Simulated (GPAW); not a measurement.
# AlNi (Cmmm) in GPAW: reference runs

Aim: a first look at AlNi with PBEsol, on the cell as given and on a disturbed one.

All numbers are computed with GPAW 26.7.0; they aren't measurements. Logs are shortened: lines on timing, memory, paths and dates and some standing lists are left out, and cuts for length are marked. The log counts tension as positive stress, the text compression.

### Step 1. The structure

It takes space group Cmmm (No. 65, orthorhombic). Conventional cell: a = 3.877 Å, b = 3.906 Å, c = 3.099 Å, α = 90.00°, β = 90.00°, γ = 90.00°. Ni (site symmetry mmm) is surrounded by 8 Al at 2.48 to 2.49 Å and 4 Ni at 2.75 Å. Al (site symmetry mmm) has 8 Ni at 2.48 to 2.49 Å and 4 Al at 2.75 Å as nearest neighbours.

The cell comes from a database or a generator and needn't be the stable form of this composition.

### Step 2. Single point, PBEsol, collinear spin, ferromagnetic start

The input, run.py:

```python
from ase import Atoms
from ase.dft.bandgap import bandgap
from ase.io import write
from ase.units import GPa
from gpaw import GPAW, PW, setup_paths

setup_paths.insert(0, '.')

atoms = Atoms(['Ni', 'Al'],
              cell=[[1.938694, -1.95319015, 0.0],
                    [1.938694, 1.95319015, 0.0],
                    [0.0, 0.0, 3.0994300413]],
              scaled_positions=[[0.5, 0.5, 0.5],
                                [0.0, 0.0, 0.0]],
              pbc=True)
atoms.set_initial_magnetic_moments([1.0, 0.0])

calc = GPAW(mode=PW(600),
            xc='PBEsol',
            kpts={'size': (10, 10, 9), 'gamma': True},
            occupations={'name': 'fermi-dirac', 'width': 0.05},
            nbands=20,
            convergence={'density': 1e-05, 'energy': 1e-05},
            maxiter=150,
            txt='gpaw.txt')
atoms.calc = calc
energy = atoms.get_potential_energy()
forces = atoms.get_forces()
stress = atoms.get_stress()
calc.write('gs.gpw')
write('result.traj', atoms)
print(f'Energy: {energy:.6f} eV')
print('Forces (eV/A):')
print(forces.round(4))
print('Stress (GPa):', (stress / GPa).round(3))
print('Moments:', calc.get_magnetic_moments().round(3))
print('Fermi level:', round(calc.get_fermi_level(), 4), 'eV')
print(f'Gap: {bandgap(calc)[0]:.4f} eV, direct: {bandgap(calc, direct=True)[0]:.4f} eV')
```

Potentials or basis: PAW data sets generated in the run's folder for this functional, pw.

On the command line:

```
gpaw-setup -f PBEsol Al Ni
OMP_NUM_THREADS=1 python run.py
```

gpaw.txt:

```text
__  _  _
 | _ |_)|_||  |
 |__||  | ||/\| - 26.7.0

Input parameters:
  mode=PW(ecut=600.0),
  convergence={'density': 1e-05, 'energy': 1e-05},
  kpts=MonkhorstPack(size=(10, 10, 9), gamma=True),
  maxiter=150,
  nbands=20,
  occupations=Occupations(name='fermi-dirac', width=0.05),
  xc=XC(name='PBEsol')

Diagonalizing LCAO Hamiltonian
Converting LCAO to pw mode

            Ni
       Al

Atoms  # Å, Bohr magnetons
|   | symbol |        x |        y |        z |    initial magnetic moments |
|---|--------|----------|----------|----------|-----------------------------|
| 0 |     Ni | 1.938694 | 0.000000 | 1.549715 | ( 0.0000,  0.0000,  1.0000) |
| 1 |     Al | 0.000000 | 0.000000 | 0.000000 | ( 0.0000,  0.0000,  0.0000) |

Unit cell  # Å
| periodic |        x |         y |        z |  lengths |    angles |
|----------|----------|-----------|----------|----------|-----------|
|      yes | 1.938694 | -1.953190 | 0.000000 | 2.751997 | 90.000000 |
|      yes | 1.938694 |  1.953190 | 0.000000 | 2.751997 | 90.000000 |
|      yes | 0.000000 |  0.000000 | 3.099430 | 3.099430 | 90.426819 |

Number of symmetries: 8
Symmetry operations  # r_c * U_cc + t_c -> r_c
|   | kind |            matrix            |
|---|------|------------------------------|
| 0 |  E   |  1, 0, 0,  0, 1, 0,  0, 0, 1 |
| 1 |  σ   |  1, 0, 0,  0, 1, 0,  0, 0,-1 |
| 2 |  σ   |  0, 1, 0,  1, 0, 0,  0, 0, 1 |
| 3 |  C2  |  0, 1, 0,  1, 0, 0,  0, 0,-1 |
| 4 |  σ   |  0,-1, 0, -1, 0, 0,  0, 0, 1 |
| 5 |  C2  |  0,-1, 0, -1, 0, 0,  0, 0,-1 |
| 6 |  C2  | -1, 0, 0,  0,-1, 0,  0, 0, 1 |
| 7 |  i   | -1, 0, 0,  0,-1, 0,  0, 0,-1 |

BZ-sampling:
  Number of BZ points: 900
  Number of IBZ points: 155

  Monkhorst-Pack size: [10, 10, 9]
  Monkhorst-Pack shift: [0.05, 0.05, 0.0]

K-points  # in reciprocal-cell coordinates
|     |                                coordinates |     weight |
|-----|--------------------------------------------|------------|
|   0 | (  0.00000000,   0.00000000,   0.00000000) | 0.00111111 |
|   1 | (  0.00000000,   0.00000000,   0.11111111) | 0.00222222 |
|   2 | (  0.00000000,   0.00000000,   0.22222222) | 0.00222222 |
|   3 | (  0.00000000,   0.00000000,   0.33333333) | 0.00222222 |
|   4 | (  0.00000000,   0.00000000,   0.44444444) | 0.00222222 |
|   5 | (  0.10000000,  -0.10000000,   0.00000000) | 0.00222222 |
|   6 | (  0.10000000,  -0.10000000,   0.11111111) | 0.00444444 |
|   7 | (  0.10000000,  -0.10000000,   0.22222222) | 0.00444444 |
|   8 | (  0.10000000,  -0.10000000,   0.33333333) | 0.00444444 |
|   9 | (  0.10000000,  -0.10000000,   0.44444444) | 0.00444444 |
| ... |                                            |            |
| 154 | (  0.50000000,   0.50000000,   0.44444444) | 0.00222222 |

Plane wave coefficients: 805
Cutoff: 600.0 eV

Spin-components: 2 (collinear spins)
Bands:           20
Projectors:      11
Spin-degeneracy: 1
Datatype:        complex128

Parallelization:
  kpt:    1
  domain: 1
  band:   1

Density:
  Valence electrons: 19.0
  Components: 2
  Grid points: [16 16 18]
  Charge: 0.0  # |e|

Potential:
  Grid points: [16 16 18]

species:
  Ni:
    name:    Nickel
    Z:       28.0
    valence: 16
    core:    12
    charge:  0.0  # [|e|]
    compensation charges:
      type: gauss
      rc: 0.36  # [Å]
      lmax: 2
    cutoffs:
      filter: 2.14  # [Å]
      core: 1.98  # [Å]
    projectors
    | kind |    occ | energy [eV] | rcut [Å] |
    |------|--------|-------------|----------|
    |   4s |  2.000 |      -5.661 |    1.164 |
    |   3p |  6.000 |     -71.261 |    1.207 |
    |   4p |  0.000 |      -1.193 |    1.207 |
    |   3d |  8.000 |      -8.901 |    1.138 |
    |    s |        |      21.550 |    1.164 |
    |    d |        |      18.310 |    1.138 |

    Using partial waves for Ni as LCAO basis

  Al:
    name:    Aluminium
    Z:       13.0
    valence: 3
    core:    10
    charge:  0.0  # [|e|]
    compensation charges:
      type: gauss
      rc: 0.34  # [Å]
      lmax: 2
    cutoffs:
      filter: 1.91  # [Å]
      core: 2.36  # [Å]
    projectors
    | kind |    occ | energy [eV] | rcut [Å] |
    |------|--------|-------------|----------|
    |   3s |  2.000 |      -7.715 |    1.085 |
    |   3p |  1.000 |      -2.689 |    1.085 |
    |    s |        |      19.497 |    1.085 |
    |    p |        |      24.522 |    1.085 |
    |    d |        |       0.000 |    1.085 |

    Using partial waves for Al as LCAO basis

Reference energy: -47922.716557  # eV

eigensolver:
  PPCG
  Converge bands: occupied
  niter=2

density mixing:
  MSR1-Mixer
  Pratt-step length: 0.05
  Maximum mixing coefficient: 0.75
  Old densities: 10
  SVD Regularization: 0.005
  Good broyden scale: 1.0
  Trust region scale: 1.0
  Backstep threshold: 4.0
  History deletion threshold: 6.0
  Fourier metric: weight=20.0, sigma=0.015

occupation numbers:
  Fermi-Dirac:
    width: 0.0500  # eV

poisson solver:
  ecut: 4800.0  # eV

xc functional:
  name: PBEsol with 2 nearest neighbor stencil

convergence criteria:
- Maximum integral of absolute [dens]ity change: 1e-05 electrons / valence electron
- Maximum [total energy] change in last 3 cyles: 1e-05 eV / valence electron
- Maximum integral of absolute [eigenst]ate change: 4e-08 eV^2 / valence electron
maximum number of iterations: 150

SCF iterations
|iter     | |      energy | eigst |  dens |  magmom |
|---------|-|-------------|-------|-------|---------|
|iter:   1| |  -13.367031 | +0.35 |       |  +1.0022|
|iter:   2| |  -13.242659 | -2.39 | -1.04 |  +0.9605|
|iter:   3| |  -13.231989 | -2.70 | -1.11 |  +0.7048|
|iter:   4| |  -13.316645 | -2.46 | -1.34 |  +0.3354|
|iter:   5| |  -13.333051 | -3.24 | -1.72 |  +0.1281|
|iter:   6| |  -13.336376 | -4.04 | -2.10 |  +0.0005|
|iter:   7| |  -13.337032 | -4.81 | -2.45 |  +0.0035|
|iter:   8| |  -13.337118 | -5.17 | -2.75 |  -0.0013|
|iter:   9| |  -13.337123c| -7.25 | -3.62 |  +0.0001|
|iter:  10| |  -13.337125c| -7.80c| -4.13 |  +0.0002|
|iter:  11| |  -13.337125c| -7.69c| -4.82 |  +0.0001|
|iter:  12| |  -13.337125c| -8.75c| -5.40c|  +0.0000|

Converged in 12 steps
Energy contributions relative to reference atoms: (reference = -47922.716557)

Energy contributions:
  Kinetic:          12.938562
  Coulomb:          -7.878964
  Zero:              0.079981
  External:          0.000000
  Xc:              -18.472907
  Entropy:          -0.007595
  Spinorbit:         0.000000
  ----------------------------
  Free energy:     -13.340922
  Extrapolated:    -13.337125

dipole moment: (-6.630099, 0.000000, -5.299838)  # |e|*Ang

Total magnetic moment: (0.000000, 0.000000, 0.000018)

Local magnetic moments
|        x |        y |        z |
|----------|----------|----------|
| 0.000000 | 0.000000 | 0.000002 |  # Ni   0
| 0.000000 | 0.000000 | 0.000007 |  # Al   1

Fermi level: 9.158
Eigenvalues  # (at kpt = [0.000, 0.000, 0.000])
| band index |      eig [eV] | occ [0-1] |      eig [eV] | occ [0-1] |
|------------|---------------|-----------|---------------|-----------|
|          0 |       -54.490 |     1.000 |       -54.490 |     1.000 |
|          1 |       -54.454 |     1.000 |       -54.454 |     1.000 |
|          2 |       -54.450 |     1.000 |       -54.450 |     1.000 |
|          3 |        -2.194 |     1.000 |        -2.194 |     1.000 |
|          4 |         5.689 |     1.000 |         5.689 |     1.000 |
|          5 |         5.832 |     1.000 |         5.832 |     1.000 |
[... 9 lines left out ...]
|         15 |        29.576 |     0.000 |        29.576 |     0.000 |
|         16 |        29.585 |     0.000 |        29.585 |     0.000 |
|        ... |               |           |               |           |
|         19 |        32.574 |     0.000 |        32.571 |     0.000 |

No gap
No difference between direct/indirect transitions

Forces  # eV/Ang
|       x |       y |       z |
|---------|---------|---------|
| 0.00000 | 0.00000 | 0.00000 |  # Ni   0
| 0.00000 | 0.00000 | 0.00000 |  # Al   1

Stress tensor  # eV/Ang^3
|         x |         y |        z |
|-----------|-----------|----------|
| -0.030177 |  0.000000 | 0.000000 |
|  0.000000 | -0.019674 | 0.000000 |
|  0.000000 |  0.000000 | 0.018289 |

# Writing to gs.gpw (mode='')
```

Run time: 98 s. Hardware: 1 thread of Intel Xeon Platinum 8488C (Sapphire Rapids), shared host; peak memory 0.23 GiB.

Results:

```yaml
Free_energy: -13.3409 eV
Pressure: 1.7 GPa
Band_gap_on_the_k_mesh: none (metal or under the smearing width)
Net_moment: 0.00 μB per cell
```

Caveat: the stock nickel data set gives pressures a few GPa off other programs.

### Step 3. Single point, PBEsol, collinear spin, ferromagnetic start (atoms moved at random, drawn with an rms of 0.05 Å)

Changes to run.py since step 2:

```diff
@@ -12,4 +12,4 @@
                     [0.0, 0.0, 3.0994300413]],
-              scaled_positions=[[0.5, 0.5, 0.5],
-                                [0.0, 0.0, 0.0]],
+              scaled_positions=[[0.497493, 0.508354, 0.501366],
+                                [-0.003139, -0.017737, -0.0059]],
               pbc=True)
```

Potentials or basis: PAW data sets generated in the run's folder for this functional, pw.

On the command line:

```
gpaw-setup -f PBEsol Al Ni
OMP_NUM_THREADS=1 python run.py
```

gpaw.txt:

```text
__  _  _
 | _ |_)|_||  |
 |__||  | ||/\| - 26.7.0

Input parameters:
  mode=PW(ecut=600.0),
  convergence={'density': 1e-05, 'energy': 1e-05},
  kpts=MonkhorstPack(size=(10, 10, 9), gamma=True),
  maxiter=150,
  nbands=20,
  occupations=Occupations(name='fermi-dirac', width=0.05),
  xc=XC(name='PBEsol')

Diagonalizing LCAO Hamiltonian
Converting LCAO to pw mode

            Ni
       Al

Atoms  # Å, Bohr magnetons
|   | symbol |         x |         y |         z |    initial magnetic moments |
|---|--------|-----------|-----------|-----------|-----------------------------|
| 0 |     Ni |  1.950030 |  0.021214 |  1.553949 | ( 0.0000,  0.0000,  1.0000) |
| 1 |     Al | -0.040472 | -0.028513 | -0.018287 | ( 0.0000,  0.0000,  0.0000) |

Unit cell  # Å
| periodic |        x |         y |        z |  lengths |    angles |
|----------|----------|-----------|----------|----------|-----------|
|      yes | 1.938694 | -1.953190 | 0.000000 | 2.751997 | 90.000000 |
|      yes | 1.938694 |  1.953190 | 0.000000 | 2.751997 | 90.000000 |
|      yes | 0.000000 |  0.000000 | 3.099430 | 3.099430 | 90.426819 |

Number of symmetries: 1
Symmetry operations  # r_c * U_cc + t_c -> r_c
|   | kind |            matrix            |
|---|------|------------------------------|
| 0 |  E   |  1, 0, 0,  0, 1, 0,  0, 0, 1 |

BZ-sampling:
  Number of BZ points: 900
  Number of IBZ points: 452

  Monkhorst-Pack size: [10, 10, 9]
  Monkhorst-Pack shift: [0.05, 0.05, 0.0]

K-points  # in reciprocal-cell coordinates
|     |                                coordinates |     weight |
|-----|--------------------------------------------|------------|
|   0 | (  0.00000000,   0.00000000,   0.00000000) | 0.00111111 |
|   1 | (  0.00000000,   0.00000000,   0.11111111) | 0.00222222 |
|   2 | (  0.00000000,   0.00000000,   0.22222222) | 0.00222222 |
|   3 | (  0.00000000,   0.00000000,   0.33333333) | 0.00222222 |
|   4 | (  0.00000000,   0.00000000,   0.44444444) | 0.00222222 |
|   5 | (  0.00000000,   0.10000000,  -0.44444444) | 0.00222222 |
|   6 | (  0.00000000,   0.10000000,  -0.33333333) | 0.00222222 |
|   7 | (  0.00000000,   0.10000000,  -0.22222222) | 0.00222222 |
|   8 | (  0.00000000,   0.10000000,  -0.11111111) | 0.00222222 |
|   9 | (  0.00000000,   0.10000000,   0.00000000) | 0.00222222 |
| ... |                                            |            |
| 451 | (  0.50000000,   0.50000000,   0.44444444) | 0.00222222 |

Plane wave coefficients: 805
Cutoff: 600.0 eV

Spin-components: 2 (collinear spins)
Bands:           20
Projectors:      11
[... 72 lines left out ...]
  niter=2

density mixing:
  MSR1-Mixer
  Pratt-step length: 0.05
  Maximum mixing coefficient: 0.75
  Old densities: 10
  SVD Regularization: 0.005
  Good broyden scale: 1.0
  Trust region scale: 1.0
  Backstep threshold: 4.0
  History deletion threshold: 6.0
  Fourier metric: weight=20.0, sigma=0.015

occupation numbers:
  Fermi-Dirac:
    width: 0.0500  # eV

poisson solver:
  ecut: 4800.0  # eV

xc functional:
  name: PBEsol with 2 nearest neighbor stencil

convergence criteria:
- Maximum integral of absolute [dens]ity change: 1e-05 electrons / valence electron
- Maximum [total energy] change in last 3 cyles: 1e-05 eV / valence electron
- Maximum integral of absolute [eigenst]ate change: 4e-08 eV^2 / valence electron
maximum number of iterations: 150

SCF iterations
|iter     | |      energy | eigst |  dens |  magmom |
|---------|-|-------------|-------|-------|---------|
|iter:   1| |  -13.353392 | +0.36 |       |  +1.0022|
|iter:   2| |  -13.228101 | -2.39 | -1.04 |  +0.9605|
|iter:   3| |  -13.215467 | -2.69 | -1.11 |  +0.7043|
|iter:   4| |  -13.299819 | -2.45 | -1.34 |  +0.3340|
|iter:   5| |  -13.315935 | -3.25 | -1.72 |  +0.1297|
|iter:   6| |  -13.319324 | -4.04 | -2.10 |  +0.0017|
|iter:   7| |  -13.319991 | -4.77 | -2.45 |  +0.0036|
|iter:   8| |  -13.320080 | -5.18 | -2.76 |  -0.0012|
|iter:   9| |  -13.320085c| -7.24 | -3.62 |  +0.0002|
|iter:  10| |  -13.320086c| -7.79c| -4.14 |  +0.0002|
|iter:  11| |  -13.320086c| -7.64c| -4.82 |  +0.0001|
|iter:  12| |  -13.320086c| -8.78c| -5.38c|  +0.0000|

Converged in 12 steps
Energy contributions relative to reference atoms: (reference = -47922.716557)

Energy contributions:
  Kinetic:          13.137331
  Coulomb:          -8.034653
  Zero:              0.079838
  External:          0.000000
  Xc:              -18.498809
  Entropy:          -0.007587
  Spinorbit:         0.000000
  ----------------------------
  Free energy:     -13.323880
  Extrapolated:    -13.320086

dipole moment: (6.442941, -0.116263, 5.199407)  # |e|*Ang

Total magnetic moment: (0.000000, 0.000000, 0.000019)

Local magnetic moments
|        x |        y |        z |
|----------|----------|----------|
| 0.000000 | 0.000000 | 0.000002 |  # Ni   0
| 0.000000 | 0.000000 | 0.000007 |  # Al   1

Fermi level: 9.156
Eigenvalues  # (at kpt = [0.000, 0.000, 0.000])
| band index |      eig [eV] | occ [0-1] |      eig [eV] | occ [0-1] |
|------------|---------------|-----------|---------------|-----------|
|          0 |       -54.495 |     1.000 |       -54.495 |     1.000 |
|          1 |       -54.457 |     1.000 |       -54.457 |     1.000 |
|          2 |       -54.453 |     1.000 |       -54.453 |     1.000 |
|          3 |        -2.194 |     1.000 |        -2.194 |     1.000 |
|          4 |         5.682 |     1.000 |         5.682 |     1.000 |
|          5 |         5.828 |     1.000 |         5.828 |     1.000 |
[... 9 lines left out ...]
|         15 |        29.498 |     0.000 |        29.498 |     0.000 |
|         16 |        29.579 |     0.000 |        29.579 |     0.000 |
|        ... |               |           |               |           |
|         19 |        32.601 |     0.000 |        32.593 |     0.000 |

No gap
No difference between direct/indirect transitions

Forces  # eV/Ang
|        x |        y |        z |
|----------|----------|----------|
| -0.31715 | -0.28662 | -0.15343 |  # Ni   0
|  0.31715 |  0.28662 |  0.15343 |  # Al   1

Stress tensor  # eV/Ang^3
|         x |         y |         z |
|-----------|-----------|-----------|
| -0.032054 |  0.000678 | -0.001241 |
|  0.000678 | -0.021411 | -0.001133 |
| -0.001241 | -0.001133 |  0.014986 |

# Writing to gs.gpw (mode='')
```

stdout:

```text
Energy: -13.320086 eV
Forces (eV/A):
[[-0.3171 -0.2866 -0.1534]
 [ 0.3171  0.2866  0.1534]]
Stress (GPa): [-5.136 -3.43   2.401 -0.181 -0.199  0.109]
Moments: [0. 0.]
Fermi level: 9.1562 eV
Gap: 0.0000 eV, direct: 0.0000 eV
```

Run time: 4.8 min. Hardware: 1 thread of Intel Xeon Platinum 8488C (Sapphire Rapids), shared host; peak memory 0.45 GiB.

What came out:

* Free energy: -13.3239 eV
* Pressure: 2.1 GPa
* Largest force: 0.454 eV/Å
* Band gap on the k mesh: none (metal or under the smearing width)
* Net moment: 0.00 μB per cell

Forces in eV/Å, atoms in the order of the input:
```
Ni  -0.317 -0.287 -0.153
Al   0.317  0.287  0.153
```

Levels at points of the mesh, in eV from the Fermi level:
Spin up:
```
           k point  band 8  band 9  band 10  band 11  band 12  band 13
(0.00, 0.00, 0.00)   -1.63   -1.33     2.88     6.93     7.01     7.32
(0.00, 0.50, 0.00)   -2.08   -1.52    -0.33     7.70     7.90     9.45
(0.50, 0.00, 0.00)   -2.08   -1.51    -0.34     7.72     7.89     9.44
(0.50, 0.50, 0.00)   -2.43   -2.35    -0.83     2.23     3.39    10.75
```
Spin down:
```csv
k point,band 7,band 8,band 9,band 10,band 11,band 12,band 13,band 14
"(0.00, 0.00, 0.00)",-1.65,-1.63,-1.33,2.88,6.93,7.01,7.32,8.74
"(0.00, 0.50, 0.00)",-2.77,-2.08,-1.52,-0.33,7.70,7.90,9.45,11.55
"(0.50, 0.00, 0.00)",-2.78,-2.08,-1.51,-0.34,7.72,7.89,9.44,11.59
"(0.50, 0.50, 0.00)",-2.48,-2.43,-2.35,-0.83,2.23,3.39,10.75,13.44
```

Caveat: the stock nickel data set gives pressures a few GPa off other programs.
